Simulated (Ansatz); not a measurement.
# A H vacancy and a Li vacancy, 5.97 Å apart on the ideal sites in rocksalt LiH, 62 atoms, charge 0

Level of theory: DFT, PBEsol, PAW, plane waves (Ansatz 0.2.0).

Command:

```sh
ansatz run in.yaml --threads 8 --pin off --max-ram 118750MiB --runs-dir r --events-out ev --progress --plain --backend cuda --devices 0,
```

The input less its lattice and atoms:

```yaml
crystal:
  symmetry: { detect: false }
kpoints:
  mp_grid: { grid: [1, 1, 1], shift: [0.25, 0.25, 0.25] }
hamiltonian:
  xc: pbesol
scf:
  occupations: { method: fermi_dirac, width: 0.01 }
relax:
  f_tol: 0.03
  max_steps: 80
  escape_saddle: false
  adjacent_minimum: "off"
output:
  forces: true
  eigenvalues: true
  populations: true
```

Start:

```
H Li
1.0
     7.95994    0.00000    0.00000
     0.00000    7.95994    0.00000
     0.00000    0.00000    7.95994
H Li
31 31
Direct
  0.24986 0.99921 0.99602
  0.25055 0.00078 0.50186
  0.24959 0.50270 0.99981
  0.74521 0.00180 0.99625
  0.75027 0.99755 0.50069
  0.74589 0.49792 0.99862
  0.74720 0.49892 0.50223
  0.99709 0.24866 0.00073
  0.00239 0.24720 0.50244
  0.00337 0.74557 0.00555
  0.00107 0.75074 0.50363
  0.50240 0.24829 0.00034
  0.49703 0.25190 0.49864
  0.49901 0.75296 0.99936
  0.50180 0.74639 0.50120
  0.00167 0.00242 0.25300
  0.00083 0.00015 0.75412
  0.99910 0.49480 0.24889
  0.00011 0.49576 0.75376
  0.50130 0.99655 0.24871
  0.49987 0.99709 0.74915
  0.49718 0.49521 0.24888
  0.50212 0.49672 0.75220
  0.24972 0.25204 0.24897
  0.24585 0.25239 0.75027
  0.24834 0.74756 0.24721
  0.25079 0.74633 0.74704
  0.75029 0.24858 0.25103
  0.75091 0.25255 0.74969
  0.74668 0.75058 0.25288
  0.74708 0.74933 0.74587
  0.00134 0.00061 0.50077
  0.00262 0.50044 0.00213
  0.00467 0.50455 0.49856
  0.49913 0.00308 0.00066
  0.49951 0.00206 0.50238
  0.50026 0.49737 0.99738
  0.50289 0.49845 0.49805
  0.24840 0.25313 0.00487
  0.24919 0.25354 0.49998
  0.24804 0.74835 0.99936
  0.24859 0.75393 0.50066
  0.75174 0.25201 0.99831
  0.75011 0.24640 0.49334
  0.75148 0.75160 0.99553
  0.74928 0.74969 0.50071
  0.25227 0.00329 0.24973
  0.25206 0.99836 0.74874
  0.25326 0.49842 0.24853
  0.24984 0.50039 0.75120
  0.74418 0.00426 0.24857
  0.74634 0.99636 0.75324
  0.75071 0.49743 0.24626
  0.75008 0.50433 0.75058
  0.00268 0.24598 0.25038
  0.00259 0.24794 0.75258
  0.00108 0.75131 0.24417
  0.00318 0.74623 0.75325
  0.49654 0.24867 0.25159
  0.50104 0.24800 0.74962
  0.49961 0.74404 0.24889
  0.49804 0.75236 0.74919
```

Steps:

| step | energy less the first (eV) | largest force component (eV/Å) |
| --- | --- | --- |
| start | 0.000 | 1.055 |
| 1 | -1.098 | 0.153 |
| 2 | -1.155 | 0.017 |

A structure on the way, about -1.10 eV from the start:

```xyz
62
Lattice="7.9599 0.0000 0.0000 0.0000 7.9599 0.0000 0.0000 0.0000 7.9599" Properties=species:S:1:pos:R:3 pbc="T T T"
H     2.0764    7.9576    7.9464
H     2.0165    0.0076    3.9903
H     2.0057    3.9885    0.0003
H     5.8629    0.0053    7.9447
H     5.9466    7.9528    3.9807
H     5.9371    3.9725    7.9559
H     5.9680    3.9755    3.9832
H     0.0007    2.0814    0.0101
H     0.0492    2.0271    3.9905
H     0.0170    5.8537    0.0205
H     0.0483    5.9162    3.9983
H     3.9764    2.0032    0.0045
H     3.9271    2.0336    3.9700
H     3.9653    5.9494    7.9550
H     3.9469    5.9103    3.9789
H     0.0188    0.0070    2.1008
H     0.0144    7.9498    5.8958
H     0.0331    3.9605    2.0343
H     0.0408    3.9713    5.9383
H     3.9752    7.9539    2.0088
H     3.9685    7.9500    5.9350
H     3.9290    3.9570    2.0256
H     3.9530    3.9604    5.9424
H     2.0022    2.0385    2.0253
H     1.9858    2.0515    5.9192
H     1.9925    5.9036    2.0326
H     1.9975    5.9046    5.9102
H     5.9526    1.9963    2.0182
H     5.9560    2.0126    5.9498
H     5.9455    5.9458    2.0158
H     5.9498    5.9460    5.9428
Li    7.9502    0.0026    3.9925
Li    7.9598    3.9695    0.0102
Li    7.8017    3.9934    3.9774
Li    3.9709    0.0087    0.0028
Li    3.9920    0.0037    3.9879
Li    3.9975    3.9672    7.9398
Li    4.1537    3.9701    3.9761
Li    1.9417    1.9458    0.0112
Li    1.9760    1.8328    3.9875
Li    1.9527    6.0142    0.0040
Li    1.9769    6.1502    3.9766
Li    6.0147    1.9615    7.9437
Li    5.9878    1.9604    3.9626
Li    6.0059    6.0195    7.9478
Li    5.9721    5.9883    3.9788
Li    1.9603    0.0057    1.9344
Li    1.9587    0.0003    6.0190
Li    1.9960    3.9755    1.8169
Li    1.9856    3.9745    6.1416
Li    5.9791    0.0092    1.9451
Li    5.9975    7.9494    6.0177
Li    5.9848    3.9661    1.9546
Li    5.9766    3.9859    5.9833
Li    7.9580    1.9240    1.9447
Li    7.9590    1.9357    6.0255
Li    7.9534    6.0293    1.9196
Li    0.0077    6.0054    6.0274
Li    3.9747    1.9730    1.9787
Li    3.9979    1.9740    5.9848
Li    3.9904    5.9605    1.9665
Li    3.9793    5.9896    5.9809
```

End:

```
H Li
1.0
     7.95994    0.00000    0.00000
     0.00000    7.95994    0.00000
     0.00000    0.00000    7.95994
H Li
31 31
Direct
  0.26458 0.99929 0.99984
  0.25351 0.99947 0.50012
  0.25318 0.49961 0.99977
  0.73474 0.99977 0.00020
  0.74751 0.99947 0.49984
  0.74775 0.49930 0.99967
  0.74987 0.49938 0.50004
  0.00131 0.26622 0.99996
  0.00409 0.25619 0.50074
  0.00143 0.73309 0.00013
  0.00474 0.74230 0.49983
  0.49865 0.25307 0.00016
  0.49482 0.25558 0.49998
  0.49810 0.74557 0.00005
  0.49562 0.74378 0.49959
  0.00122 0.99954 0.26682
  0.00135 0.99953 0.73368
  0.00429 0.50016 0.25684
  0.00478 0.49917 0.74292
  0.49872 0.99958 0.25345
  0.49836 0.99974 0.74635
  0.49498 0.49930 0.25575
  0.49553 0.49914 0.74448
  0.24982 0.25377 0.25420
  0.25011 0.25445 0.74501
  0.24997 0.74417 0.25509
  0.24977 0.74529 0.74585
  0.74964 0.25103 0.25131
  0.74995 0.25074 0.74873
  0.74977 0.74819 0.25121
  0.75008 0.74824 0.74872
  0.99547 0.99970 0.50017
  0.99570 0.49959 0.99978
  0.97799 0.49970 0.50018
  0.50057 0.99977 0.00000
  0.50381 0.99961 0.50001
  0.50396 0.49964 0.99980
  0.52308 0.49946 0.49994
  0.24333 0.23953 0.99979
  0.24812 0.22480 0.49995
  0.24397 0.75925 0.99981
  0.24787 0.77412 0.49975
  0.75587 0.24252 0.99990
  0.75161 0.24397 0.49993
  0.75632 0.75719 0.00007
  0.75178 0.75526 0.50000
  0.24323 0.99945 0.23981
  0.24397 0.99956 0.75967
  0.24794 0.49953 0.22516
  0.24806 0.49941 0.77448
  0.75552 0.99962 0.24290
  0.75618 0.99991 0.75750
  0.75182 0.49941 0.24409
  0.75198 0.49969 0.75544
  0.00006 0.24375 0.24411
  0.00034 0.24450 0.75486
  0.00030 0.75433 0.24490
  0.00070 0.75523 0.75581
  0.49897 0.24852 0.24869
  0.49948 0.24873 0.75124
  0.49937 0.75044 0.24887
  0.49975 0.75091 0.75129
```

The run converged.

Time: 3.3 s of wall time on one NVIDIA GB300 with 8 processor threads, on a host shared with other runs; peak host memory 1.5 GiB.

(1) How much energy did the relaxation gain, and which atom moved most?

The one k point has no symmetry partners, which can distort the end along one axis.

## Answers

(1) 1.15 eV in 2 steps, from a start with small random displacements; atom 40 (Li) moved 0.23 Å, the median atom 0.06 Å (drift of the whole cell removed).
